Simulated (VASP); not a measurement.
# InPd (Pm-3m) in VASP: a series of runs

Runs on InPd. Level: PBE. Tasks: single point, relaxation of cell and atoms.

Program: VASP 6.6.1. These are calculated values, not measurements. Logs are shortened: lines on timing, memory, paths and dates and some standing lists are left out, and cuts for length are marked.

### Step 1. The structure

It takes space group Pm-3m (No. 221, cubic). The conventional cell has a = 3.305 Å, b = 3.305 Å, c = 3.305 Å, α = 90.00°, β = 90.00°, γ = 90.00°. In (site symmetry m-3m) is surrounded by 8 Pd at 2.86 Å. Pd (site symmetry m-3m) has 8 In at 2.86 Å as nearest neighbours.

The cell comes from a database or a generator and needn't be the stable form of this composition.

### Step 2. Single point, PBE

The input, INCAR:

```
PREC = Accurate
ENCUT = 520
EDIFF = 1E-6
ISMEAR = 0
SIGMA = 0.1
LREAL = F
LASPH = T
NELM = 100
ALGO = Normal
ISIF = 2
LWAVE = F
LCHARG = F
GGA = PE
NBANDS = 18
```

The input, KPOINTS:

```
regular mesh
0
Gamma
  14 14 14
```

The input, POSCAR:

```
InPd
1.0
    3.3052635960      0.0000000000      0.0000000000
    0.0000000000      3.3052635960      0.0000000000
    0.0000000000      0.0000000000      3.3052635960
In Pd
1 1
Direct
    0.0000000000      0.0000000000      0.0000000000
    0.5000000000      0.5000000000      0.5000000000
```

Potentials or basis: VASP PAW PBE potentials, release 64 (In_d, Pd).

On the command line:

```sh
$ cat potpaw_PBE.64/In_d/POTCAR potpaw_PBE.64/Pd/POTCAR > POTCAR
$ mpirun -np 1 vasp_std > vasp.out
```

OUTCAR:

```text
PREC = Accurate
   ENCUT = 520
   EDIFF = 1E-6
   ISMEAR = 0
   LREAL = F
   LASPH = T
   NELM = 100
   ISIF = 2
   GGA = PE

 ion  position               nearest neighbor table
   1  0.000  0.000  0.000-   2 2.86   2 2.86   2 2.86   2 2.86   2 2.86   2 2.86   2 2.86   2 2.86

   2  0.500  0.500  0.500-   1 2.86   1 2.86   1 2.86   1 2.86   1 2.86   1 2.86   1 2.86   1 2.86

  LATTYP: Found a simple cubic cell.
 ALAT       =     3.3052635960

  Lattice vectors:

 A1 = (   3.3052635960,   0.0000000000,   0.0000000000)
 A2 = (   0.0000000000,   3.3052635960,   0.0000000000)
 A3 = (   0.0000000000,   0.0000000000,   3.3052635960)

Analysis of symmetry for initial positions (statically):
=====================================================================
 Subroutine PRICEL returns:
 Original cell was already a primitive cell.

 Routine SETGRP: Setting up the symmetry group for a
 simple cubic supercell.

 Subroutine GETGRP returns: Found 48 space group operations
 (whereof 48 operations were pure point group operations)
 out of a pool of 48 trial point group operations.

The static configuration has the point symmetry O_h .

Analysis of symmetry for dynamics (positions and initial velocities):
=====================================================================
 Subroutine PRICEL returns:
 Original cell was already a primitive cell.

 Routine SETGRP: Setting up the symmetry group for a
 simple cubic supercell.

 Subroutine GETGRP returns: Found 48 space group operations
 (whereof 48 operations were pure point group operations)
 out of a pool of 48 trial point group operations.

The dynamic configuration has the point symmetry O_h .

 Subroutine INISYM returns: Found 48 space group operations
 (whereof 48 operations are pure point group operations),
 and found     1 'primitive' translations

----------------------------------------------------------------------------------------

                                     Primitive cell

  volume of cell :      36.1092

  direct lattice vectors                    reciprocal lattice vectors
     3.305263596  0.000000000  0.000000000     0.302547731  0.000000000  0.000000000
     0.000000000  3.305263596  0.000000000     0.000000000  0.302547731  0.000000000
[... 82 lines left out ...]
   LASPH  =      T    aspherical Exc in radial PAW
   ENCUT  =  520.0 eV  38.22 Ry    6.18 a.u.   6.15  6.15  6.15*2*pi/ulx,y,z
   NELM   =    100;   NELMIN=  2; NELMDL= -5     # of ELM steps
   EDIFF  = 0.1E-05   stopping-criterion for ELM
   LREAL  =      F    real-space projection
   EDIFFG = 0.1E-04   stopping-criterion for IOM
   NSW    =      0    number of steps for IOM
   IBRION =     -1    ionic relax: 0-MD 1-quasi-New 2-CG
   NFREE  =      0    steps in history (QN), initial steepest desc. (CG)
   ISIF   =      2    stress and relaxation
   ISYM   =      2    0-nonsym 1-usesym 2-fastsym
   POTIM  = 0.5000    time-step for ionic-motion
   TEBEG  =    0.0;   TEEND  =   0.0 temperature during run
   PSTRESS=    0.0 pullay stress
   NELECT =      23.0000    total number of electrons
   NUPDOWN=      -1.0000    fix difference up-down
   EMIN   =  10.00;   EMAX   =-10.00  energy-range for DOS
   EFERMI =   0.00;   METHOD = LEGACY
   ISMEAR =     0;   SIGMA  =   0.10  broadening in eV -4-tet -1-fermi 0-gaus
   EFERMI_NEDOS =   21; number of points for ismear=-14 and -15
   IALGO  =     38    algorithm
   IMIX   =      4    mixing-type and parameters
     AMIX     =   0.40;   BMIX     =  1.00
     AMIX_MAG =   1.60;   BMIX_MAG =  1.00
  volume/ion in A,a.u.               =      18.05       121.84
  Fermi-wavevector in a.u.,A,eV,Ry     =   1.408569  2.661809 26.994851  1.984066
  Thomas-Fermi vector in A             =   2.530713
   LORBIT       =      0    0 simple, 1 ext, 2 COOP (PROOUT), +10 PAW based schemes
   GGA     = PE    functional components
   LHFCALC =     F    Hartree Fock is set to
   AEXX    =    0.0000 exact exchange contribution
   IVDW    =     0    specifies the selected vdW correction
   LEPSILON=     F    determine dielectric tensor
   LRPA    =     F    only Hartree local field effects (RPA)
 non-spin polarized calculation
 Gauss-broadening in eV      SIGMA  =   0.10
  energy-cutoff  :      520.00
  volume of cell :       36.11
 maximum number of plane-waves:       992
 NGX is ok and might be reduce to    28
   NGX = 13   NGY = 13   NGZ = 13

 number of electron      23.0000002 magnetization

 Free energy of the ion-electron system (eV)
  ---------------------------------------------------
  ext. energy  EPLUGINS =         0.00000000
  ---------------------------------------------------
  free energy    TOTEN  =        -8.74924153 eV

  energy without entropy =       -8.74516456  energy(sigma->0) =       -8.74720305

 E-fermi :  10.0585     XC(G=0): -12.0592

 val. band max:       10.0527272239   @ k =   0.4286   0.4286   0.3571
 cond. band min:      10.0631038235   @ k =   0.5000   0.4286   0.4286
 fundamental gap:      0.0103765996
 Fermi energy:        10.0585358994

 k-point     1 :       0.0000    0.0000    0.0000
  band No.  band energies     occupation
      1      -4.8581      2.00000
      2      -4.8581      2.00000
      3      -4.4847      2.00000
      4      -4.4847      2.00000
      5      -4.4847      2.00000
      6       0.2139      2.00000
[... 481 lines left out ...]
      5      -4.5168      2.00000
      6       2.7029      2.00000
[... 10 lines left out ...]
     17      22.8163      0.00000
     18      23.0994      0.00000

 [... further k-points ...]

------------------------ aborting loop because EDIFF is reached ----------------------------------------

  FORCE on cell =-STRESS in cart. coord.  units (eV):
  Direction    XX          YY          ZZ          XY          YZ          ZX
  --------------------------------------------------------------------------------------
  -------------------------------------------------------------------------------------
  Total       -0.0022774     -0.0022774     -0.0022774      0.0000000     -0.0000000      0.0000000
  in kB       -0.1010483     -0.1010483     -0.1010483      0.0000000     -0.0000000      0.0000000
  external PRESSURE =      -0.1010483 kB  Pullay stress =       0.0000000 kB

 VOLUME and BASIS-vectors are now :
 -----------------------------------------------------------------------------
  energy-cutoff  :      520.00
  volume of cell :       36.11
      direct lattice vectors                 reciprocal lattice vectors
     3.305263596  0.000000000  0.000000000     0.302547731  0.000000000  0.000000000
     0.000000000  3.305263596  0.000000000     0.000000000  0.302547731  0.000000000
     0.000000000  0.000000000  3.305263596     0.000000000  0.000000000  0.302547731

 POSITION                                       TOTAL-FORCE (eV/Angst)
 -----------------------------------------------------------------------------------
      0.00000      0.00000      0.00000         0.000000      0.000000      0.000000
      1.65263      1.65263      1.65263         0.000000      0.000000      0.000000
 -----------------------------------------------------------------------------------
    total drift:                               -0.000000      0.000000      0.000000

  FREE ENERGIE OF THE ION-ELECTRON SYSTEM (eV)
  ---------------------------------------------------
  free  energy   TOTEN  =        -8.7492415322 eV

  energy  without entropy=       -8.7451645589  energy(sigma->0) =       -8.74720305
```

OSZICAR:

```text
N       E                     dE             d eps       ncg     rms          rms(c)
DAV:   1     0.167330673988E+03    0.16733E+03   -0.11178E+04  4424   0.165E+03
DAV:   2     0.362767091758E+00   -0.16697E+03   -0.16020E+03  4366   0.368E+02
DAV:   3    -0.873402773824E+01   -0.90968E+01   -0.89871E+01  4886   0.897E+01
DAV:   4    -0.893958419670E+01   -0.20556E+00   -0.20543E+00  5180   0.121E+01
DAV:   5    -0.894900261494E+01   -0.94184E-02   -0.94180E-02  5756   0.252E+00    0.595E+00
DAV:   6    -0.878813401103E+01    0.16087E+00   -0.34031E-01  4982   0.807E+00    0.284E+00
DAV:   7    -0.875613253225E+01    0.32001E-01   -0.54356E-02  5592   0.418E+00    0.128E+00
DAV:   8    -0.874991273713E+01    0.62198E-02   -0.20538E-02  4654   0.125E+00    0.368E-01
DAV:   9    -0.874923333758E+01    0.67940E-03   -0.17589E-03  5636   0.635E-01    0.621E-02
DAV:  10    -0.874923943481E+01   -0.60972E-05   -0.38662E-05  5882   0.818E-02    0.263E-02
DAV:  11    -0.874924107765E+01   -0.16428E-05   -0.50498E-06  4552   0.209E-02    0.350E-03
DAV:  12    -0.874924153218E+01   -0.45453E-06   -0.23398E-07  2420   0.462E-03
   1 F= -.87492415E+01 E0= -.87472030E+01  d E =-.407697E-02
```

stdout:

```text
POSCAR found type information on POSCAR InPd
 POSCAR found :  2 types and       2 ions
 scaLAPACK will be used
 LDA part: xc-table for (Slater+PW92), standard interpolation
 POSCAR, INCAR and KPOINTS ok, starting setup
 FFT: planning ... GRIDC
 FFT: planning ... GRID_SOFT
 FFT: planning ... GRID
 WAVECAR not read
 entering main loop
```

It took 29 s on 1 thread of Intel Xeon Platinum 8559C (Emerald Rapids), shared host; peak memory 0.22 GiB.

Results:

```yaml
Free_energy: -8.7492 eV
Pressure: 0.0 GPa
Band_gap_on_the_k_mesh: none (metal or under the smearing width)
```

Levels at points of the mesh, in eV from the Fermi level:
| k point | band 8 | band 9 | band 10 | band 11 | band 12 | band 13 | band 14 | band 15 | band 16 | band 17 |
| --- | --- | --- | --- | --- | --- | --- | --- | --- | --- | --- |
| (0.00, 0.00, 0.00) | -3.71 | -2.24 | -2.24 | -2.24 | 4.14 | 4.14 | 4.14 | 9.01 | 10.34 | 10.34 |
| (0.50, 0.00, 0.00) | -3.67 | -3.17 | -3.17 | -2.30 | -1.13 | 9.27 | 9.27 | 9.75 | 10.50 | 10.50 |
| (0.50, 0.50, 0.00) | -2.63 | -2.63 | -2.24 | -2.24 | -1.69 | 1.27 | 2.34 | 9.23 | 11.22 | 11.22 |
| (0.50, 0.50, 0.50) | -4.71 | -1.65 | -1.65 | -0.23 | 3.72 | 3.72 | 3.72 | 4.24 | 4.24 | 4.24 |

### Step 3. Relaxation of cell and atoms, PBE

This run uses another cell than the first one, of 17.51 Å³/atom, 0.970 times its volume.

The input, INCAR:

```
  PREC = Accurate
  ENCUT = 600
  EDIFF = 1E-6
  ISMEAR = 0
  SIGMA = 0.1
  LREAL = F
  LASPH = T
  NELM = 100
  ALGO = Normal
  ISIF = 3
  LWAVE = F
  LCHARG = F
  GGA = PE
  IBRION = 2
  NSW = 100
  EDIFFG = -0.005
```

The input, KPOINTS:

```
Automatic mesh
0
Gamma
  14 14 14
```

The input, POSCAR:

```
InPd
1.0
    3.2718847800      0.0000000000      0.0000000000
    0.0000000000      3.2718847800      0.0000000000
    0.0000000000      0.0000000000      3.2718847800
In Pd
1 1
Direct
    0.0000000000      0.0000000000      0.0000000000
    0.5000000000      0.5000000000      0.5000000000
```

Potentials or basis: VASP PAW PBE potentials, release 64 (In_d, Pd).

On the command line:

```sh
$ cat potpaw_PBE.64/In_d/POTCAR potpaw_PBE.64/Pd/POTCAR > POTCAR
$ mpirun -np 1 vasp_std > vasp.out
```

It took 61 s on 1 thread of Intel Xeon Platinum 8559C (Emerald Rapids), shared host; peak memory 0.23 GiB.

Results (log left out):

```yaml
Free_energy: -8.7487 eV
Relaxed_volume: 18.06 Å³/atom
Relaxed_cell: a = 3.305 Å, b = 3.305 Å, c = 3.305 Å, α = 90.00°, β = 90.00°, γ = 90.00°
Space_group_after_relaxing_to_0.05_Å: Pm-3m (No. 221)
Energy_gained_by_relaxing: 6.1 meV/atom
Ionic_steps: 3
Pressure_after_relaxing: 0.0 GPa
Band_gap_on_the_k_mesh: none (metal or under the smearing width)
```

Step by step:
```
step  energy change (eV)  largest force (eV/Å)  pressure (GPa)  volume (Å³)
   1              0.0000                0.0000            3.71        35.03
   2             -0.0031                0.0000           -2.78        37.12
   3             -0.0121                0.0000            0.02        36.12
```

Final structure:
```
In Pd
1.0
     3.30546    0.00000    0.00000
     0.00000    3.30546    0.00000
     0.00000    0.00000    3.30546
In Pd
1 1
Cartesian
  0.0000 0.0000 0.0000
  1.6527 1.6527 1.6527
```

Levels at points of the mesh, in eV from the Fermi level:
```csv
k point,band 10,band 11,band 12,band 13,band 14,band 15
"(0.00, 0.00, 0.00)",-2.24,-2.24,4.14,4.14,4.14,9.01
"(0.50, 0.00, 0.00)",-3.17,-2.30,-1.13,9.27,9.27,9.75
"(0.50, 0.50, 0.00)",-2.23,-2.23,-1.69,1.27,2.34,9.23
"(0.50, 0.50, 0.50)",-1.65,-0.23,3.72,3.72,3.72,4.24
```

### Step 4. Single point, PBE (bulk in the cell of the (1 1 1) plane)

The input, INCAR:

```
SYSTEM = InPd
PREC     = Accurate       ! precision mode
ENCUT    = 520            ! plane-wave cutoff, eV
EDIFF    = 1E-6           ! SCF threshold, eV
ISMEAR   = 0              ! smearing method
SIGMA    = 0.1            ! smearing width, eV
LREAL    = .False.        ! projectors in reciprocal space
LASPH    = .True.         ! aspherical terms in the spheres
NELM     = 100            ! most SCF steps
ALGO     = Normal         ! electronic algorithm
ISIF     = 2              ! what is computed and relaxed
LWAVE    = .False.        ! write WAVECAR
LCHARG   = .False.        ! write CHGCAR
GGA      = PE             ! functional
NBANDS   = 18             ! bands
```

The input, KPOINTS:

```
regular mesh
0
Gamma
  9 9 18
  0 0 0
```

The input, POSCAR:

```
InPd
1.0
    4.6743486047      0.0000000000      0.0000000000
   -2.3371743023      4.0481046378      0.0000000000
    2.3371743023      1.3493682126      1.9082948269
In Pd
1 1
Direct
    0.0000000000      0.0000000000      0.0000000000
    0.0000000000      0.5000000000      0.5000000000
```

Potentials or basis: VASP PAW PBE potentials, release 64 (In_d, Pd).

On the command line:

```sh
$ cat potpaw_PBE.64/In_d/POTCAR potpaw_PBE.64/Pd/POTCAR > POTCAR
$ mpirun -np 1 vasp_std > vasp.out
```

OUTCAR:

```text
SYSTEM = InPd
   PREC = Accurate
   ENCUT = 520
   EDIFF = 1E-6
   ISMEAR = 0
   LREAL = .False.
   LASPH = .True.
   NELM = 100
   ISIF = 2
   GGA = PE

 ion  position               nearest neighbor table
   1  0.000  0.000  0.000-   2 2.86   2 2.86   2 2.86   2 2.86   2 2.86   2 2.86   2 2.86
   2  0.000  0.500  0.500-   1 2.86   1 2.86   1 2.86   1 2.86   1 2.86   1 2.86   1 2.86

  LATTYP: Found a simple cubic cell.
 ALAT       =     3.3052635960

  Lattice vectors:

[... 693 lines left out ...]

  FORCE on cell =-STRESS in cart. coord.  units (eV):
  Direction    XX          YY          ZZ          XY          YZ          ZX
  --------------------------------------------------------------------------------------
  -------------------------------------------------------------------------------------
  Total        0.0367501      0.0367501      0.0367501      0.0000000     -0.0000000     -0.0000000
  in kB        1.6306132      1.6306132      1.6306132      0.0000000     -0.0000000     -0.0000000
  external PRESSURE =       1.6306132 kB  Pullay stress =       0.0000000 kB

 VOLUME and BASIS-vectors are now :
 -----------------------------------------------------------------------------
  energy-cutoff  :      520.00
  volume of cell :       36.11
      direct lattice vectors                 reciprocal lattice vectors
     4.674348605  0.000000000  0.000000000     0.213933552  0.123514594 -0.349352027
    -2.337174302  4.048104638  0.000000000     0.000000000  0.247029188 -0.174676014
     2.337174302  1.349368213  1.908294827     0.000000000  0.000000000  0.524028041

 POSITION                                       TOTAL-FORCE (eV/Angst)
 -----------------------------------------------------------------------------------
      0.00000      0.00000      0.00000         0.000000      0.000000      0.000000
      0.00000      2.69874      0.95415        -0.000000     -0.000000      0.000000
 -----------------------------------------------------------------------------------
    total drift:                                0.000000      0.000000     -0.000000

  FREE ENERGIE OF THE ION-ELECTRON SYSTEM (eV)
  ---------------------------------------------------
  free  energy   TOTEN  =        -8.7425914863 eV

  energy  without entropy=       -8.7370687845  energy(sigma->0) =       -8.73983014
```

stdout:

```text
POSCAR found type information on POSCAR InPd
 POSCAR found :  2 types and       2 ions
 scaLAPACK will be used
 LDA part: xc-table for (Slater+PW92), standard interpolation
 POSCAR, INCAR and KPOINTS ok, starting setup
 FFT: planning ... GRIDC
 FFT: planning ... GRID_SOFT
 FFT: planning ... GRID
 WAVECAR not read
 entering main loop
```

It took 22 s on 1 thread of Intel Xeon Platinum 8559C (Emerald Rapids), shared host; peak memory 0.21 GiB.

What came out:

* Free energy: -8.7426 eV
* Pressure: 0.2 GPa
* Band gap on the k mesh: none (metal or under the smearing width)

Levels at points of the mesh, in eV from the Fermi level:
| k point | band 8 | band 9 | band 10 | band 11 | band 12 | band 13 | band 14 | band 15 |
| --- | --- | --- | --- | --- | --- | --- | --- | --- |
| (0.00, 0.00, 0.00) | -3.72 | -2.25 | -2.25 | -2.25 | 4.12 | 4.12 | 4.12 | 8.99 |
| (0.00, 0.00, 0.50) | -4.73 | -1.66 | -1.66 | -0.25 | 3.70 | 3.70 | 3.70 | 4.23 |

### Step 5. Summary

| task | cell | k mesh | cutoff (eV) | gap on the mesh (eV) | pressure (GPa) |
| --- | --- | --- | --- | --- | --- |
| single point | Pm-3m, 18.05 Å³/atom | 14 × 14 × 14 | 520 | none | 0.0 |
| relaxation of cell and atoms | relaxed | 14 × 14 × 14 | 600 | none | 0.0 |
| single point | bulk in the cell of the (1 1 1) plane | 9 × 9 × 18 | 520 | none | 0.2 |

Alike in all rows: level PBE; potentials or basis VASP PAW PBE potentials, release 64 (In_d, Pd); no spin polarisation; smearing gaussian 0.1 eV.

Absolute energies hang on the potentials; compare differences alone.
